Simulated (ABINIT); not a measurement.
# InAs (F-43m) in ABINIT: a series of runs, part 2 of 2

ABINIT 10.8.3 (patched build). The steps go on from the part before.

### 3 Equation of state, BLYP

File run.abi:

```
# Datasets: one volume each
ndtset 7
getwfk -1
scalecart1 3*0.9795861087
scalecart2 3*0.9864848297
scalecart3 3*0.9932883884
scalecart4 3*1.0000000000
scalecart5 3*1.0066227096
scalecart6 3*1.0131594038
scalecart7 3*1.0196128224

# Pseudopotentials
pp_dirpath "./"
pseudos "In.GGA_PBE-JTH_sp.xml, As.GGA_PBE-JTH_sp.xml"

# Structure
acell 3*1.0
rprim
     0.0000000000     5.7031934441     5.7031934441
     5.7031934441     0.0000000000     5.7031934441
     5.7031934441     5.7031934441     0.0000000000
ntypat 2
znucl 49 33
natom 2
typat 1 2
xred
     0.0000000000     0.0000000000     0.0000000000
     0.7500000000     0.7500000000     0.7500000000

# Plane-wave basis
ecut 15.0
pawecutdg 30.0

# k points
kptopt 1
ngkpt 8 8 8
nshiftk 1
shiftk 0.0 0.0 0.0

# Exchange and correlation
ixc -106131

# Bands and occupations
nband 8
occopt 3
tsmear 0.05 eV

# SCF cycle
nstep 100
tolvrs 1.0e-9

# Output
iomode 3
prtwf 1
prtden 0
prteig 0
prtebands 0
enunit 2
```

Potentials or basis: JTH PAW PBE v2.0 sp.

Started as:

```bash
$ abinit run.abi > log 2>&1
```

run.abo:

```text
.Version 10.8.3 of ABINIT
 DATASET    1 : space group F-4 3 m (#216); Bravais cF (face-center cubic)
================================================================================
 Values of the parameters that define the memory need for DATASET  1.
     intxc =       0    ionmov =       0      iscf =      17    lmnmax =      13
     lnmax =       5     mgfft =      30  mpssoang =       3    mqgrid =    3001
     natom =       2  nloc_mem =       2    nspden =       1   nspinor =       1
    nsppol =       1      nsym =      24    n1xccc =       1    ntypat =       2
    occopt =       3   xclevel =       2
       mpw =         982          nfft =       27000          nkpt =          29
 PAW method is used; the additional fine FFT grid is defined by:
   mgfftf=        40    nfftf =     64000
================================================================================
================================================================================
[... 71 lines left out ...]
 DATASET    7 : space group F-4 3 m (#216); Bravais cF (face-center cubic)
================================================================================
 Values of the parameters that define the memory need for DATASET  7.
     intxc =       0    ionmov =       0      iscf =      17    lmnmax =      13
     lnmax =       5     mgfft =      30  mpssoang =       3    mqgrid =    3001
     natom =       2  nloc_mem =       2    nspden =       1   nspinor =       1
    nsppol =       1      nsym =      24    n1xccc =       1    ntypat =       2
    occopt =       3   xclevel =       2
       mpw =        1101          nfft =       27000          nkpt =          29
 PAW method is used; the additional fine FFT grid is defined by:
[... 1413 lines left out ...]
            acell      1.0000000000E+00  1.0000000000E+00  1.0000000000E+00 Bohr
           etotal1    -8.4682110759E+00
           etotal2    -8.4715740231E+00
           etotal3    -8.4744668189E+00
           etotal4    -8.4768920301E+00
           etotal5    -8.4789162787E+00
           etotal6    -8.4805813522E+00
           etotal7    -8.4819125047E+00
            fcart1    -4.5184521925E-29 -2.7110713155E-29  9.9405948234E-29
                       4.5184521925E-29  2.7110713155E-29 -9.9405948234E-29
            fcart2    -2.2434267955E-29  7.4780893183E-30  7.4780893183E-30
                       2.2434267955E-29 -7.4780893183E-30 -7.4780893183E-30
            fcart3    -7.4268679205E-30  7.4268679205E-30 -7.4268679205E-30
                       7.4268679205E-30 -7.4268679205E-30  7.4268679205E-30
            fcart4     3.7622810505E-29 -1.1065532501E-29 -1.5491745502E-29
                      -3.7622810505E-29  1.1065532501E-29  1.5491745502E-29
            fcart5     1.1725579560E-29  5.8627897799E-30 -2.3451159120E-29
                      -1.1725579560E-29 -5.8627897799E-30  2.3451159120E-29
[... 38 lines left out ...]
                       0.0000000000E+00  0.0000000000E+00  0.0000000000E+00
           xangst1     0.0000000000E+00  0.0000000000E+00  0.0000000000E+00
                       4.4345863111E+00  4.4345863111E+00  4.4345863111E+00
           xangst2     0.0000000000E+00  0.0000000000E+00  0.0000000000E+00
                       4.4658168210E+00  4.4658168210E+00  4.4658168210E+00
           xangst3     0.0000000000E+00  0.0000000000E+00  0.0000000000E+00
                       4.4966165312E+00  4.4966165312E+00  4.4966165312E+00
           xangst4     0.0000000000E+00  0.0000000000E+00  0.0000000000E+00
                       4.5269999969E+00  4.5269999969E+00  4.5269999969E+00
           xangst5     0.0000000000E+00  0.0000000000E+00  0.0000000000E+00
                       4.5569810033E+00  4.5569810033E+00  4.5569810033E+00
           xangst6     0.0000000000E+00  0.0000000000E+00  0.0000000000E+00
                       4.5865726179E+00  4.5865726179E+00  4.5865726179E+00
           xangst7     0.0000000000E+00  0.0000000000E+00  0.0000000000E+00
                       4.6157872439E+00  4.6157872439E+00  4.6157872439E+00
             xred      0.0000000000E+00  0.0000000000E+00  0.0000000000E+00
                       7.5000000000E-01  7.5000000000E-01  7.5000000000E-01
 Calculation completed.
```

Wall time 50 s (1 thread of Arm Neoverse V2, shared host); peak memory 0.14 GiB.

Results:

* Equilibrium volume: 31.84 Å³/atom (rough: see the caveat)
* Bulk modulus: 43 GPa (rough)

Energy against volume, from the lowest point:
| volume (Å³/atom) | energy (meV/atom) |
| --- | --- |
| 25.840 | 186.42 |
| 26.389 | 140.66 |
| 26.939 | 101.30 |
| 27.489 | 68.31 |
| 28.039 | 40.77 |
| 28.588 | 18.11 |
| 29.138 | 0.00 |

Caveat: the cutoff is too short for stress, so the log's stress isn't used; pressures at fixed basis lie under the slope of the energies; the minimum lies outside the volumes run; the PAW data sets were made with another functional, which shifts forces and pressure a little; this set keeps more shells in the core, which shifts pressures and gaps; the atomic spheres overlap.

### 4 Against experiment

Step 2. A measured gap of InAs is 0.418 eV (direct; 4.2 K; a printed reference work, data compilation); the calculated 0.00 eV misses it by -0.42 eV. Spin-orbit coupling on As, In is left out. The value is that of HCTH407 on a finite k mesh, which can miss the band edges, without temperature or zero-point motion.
